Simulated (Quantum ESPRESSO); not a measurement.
The system is PtSe2 (Sudovikovite).

```
Pt Se
1.0
     3.72400    0.00000    0.00000
    -1.86200    3.22508    0.00000
     0.00000    0.00000    5.06200
Pt Se
1 2
Direct
  0.00000 0.00000 0.00000
  0.66667 0.33333 0.75000
  0.33333 0.66667 0.25000
```

| Quantity | Value |
| --- | --- |
| Program | Quantum ESPRESSO 7.5 |
| Task | phonons |
| Functional | WC |
| Potentials or basis | PseudoDojo 0.4.1 SR PBE standard |
| Cutoff | 1170 eV |
| Density cutoff | 4680 eV |
| k mesh | 4 × 4 × 2, shifted |
| Occupations | fermi-dirac, width 0.05 eV |
| Spin | no spin polarisation |
| Mixing beta | 0.5 |
| Most SCF iterations | 120 |
| SCF threshold | 6e-10 Ry |

The cell and the atoms were relaxed first, to 20.01 Å³/atom (a = 3.799 Å, b = 3.799 Å, c = 4.802 Å, α = 90.00°, β = 90.00°, γ = 120.00°), and the response was taken there.

```
Pt Se
1.0
     3.79927    0.00000    0.00000
    -1.89964    3.29027    0.00000
     0.00000    0.00000    4.80161
Pt Se
1 2
Cartesian
  0.0000 0.0000 0.0000
  1.8996 1.0968 3.5772
  0.0000 2.1935 1.2244
```

Which optical modes does the crystal have at the zone centre, and which show in infrared and Raman spectra?

The optical modes are Eg + A1g + Eu + A2u. Infrared active: Eu + A2u. Raman active: Eg + A1g.

Optical modes at Γ, degenerate ones joined:
| cm⁻¹ | components | symmetry | active in |
| --- | --- | --- | --- |
| 167 | 2 | Eg | Raman |
| 189 | 1 | A1g | Raman |
| 196 | 2 | Eu | IR |
| 209 | 1 | A2u | IR |

Caveat: the k mesh is coarse (spacing up to 0.62 Å⁻¹), so the values aren't converged; the mesh is thin for the phonons of a metal; the potentials were made for another functional, which shifts forces and pressure; the layers were relaxed without a dispersion term, so their spacing and the soft interlayer modes are unreliable.
